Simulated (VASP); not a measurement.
Crystal: BN.

```xyz
2
Lattice="0.0000 1.8130 1.8130 1.8130 0.0000 1.8130 1.8130 1.8130 0.0000" Properties=species:S:1:pos:R:3 pbc="T T T"
B     0.0000    0.0000    0.0000
N     0.9065    0.9065    0.9065
```

The cell is a database's computed one.

* Program: VASP 6.6.1
* Task: relaxation of cell and atoms
* Functional: LDA
* Potentials or basis: VASP PAW LDA potentials, release 64 (B, N)
* Cutoff: 600 eV
* k mesh: 12 × 12 × 12
* Occupations: gaussian, width 0.02 eV
* Spin: no spin polarisation

At the start: pressure -13.6 GPa; volume 5.96 Å³/atom.

**Question.** How do energy, volume and symmetry change on relaxing?

**Answer.** Over 3 steps the energy falls by 9.2 meV/atom and the volume is 5.75 Å³/atom (-3.5 %); space group F-43m (No. 216, to 0.05 Å).

The path:
```tsv
step	energy change (eV)	largest force (eV/Å)	pressure (GPa)	volume (Å³)
1	0.0000	0.0000	-13.60	11.92
2	0.0027	0.0000	16.35	11.07
3	-0.0185	0.0000	-0.10	11.50
```

Final structure:
```
CELL_PARAMETERS angstrom
0.00000 1.79143 1.79143
1.79143 0.00000 1.79143
1.79143 1.79143 0.00000
ATOMIC_POSITIONS crystal
B 0.00000 0.00000 0.00000
N 0.25000 0.25000 0.25000
```
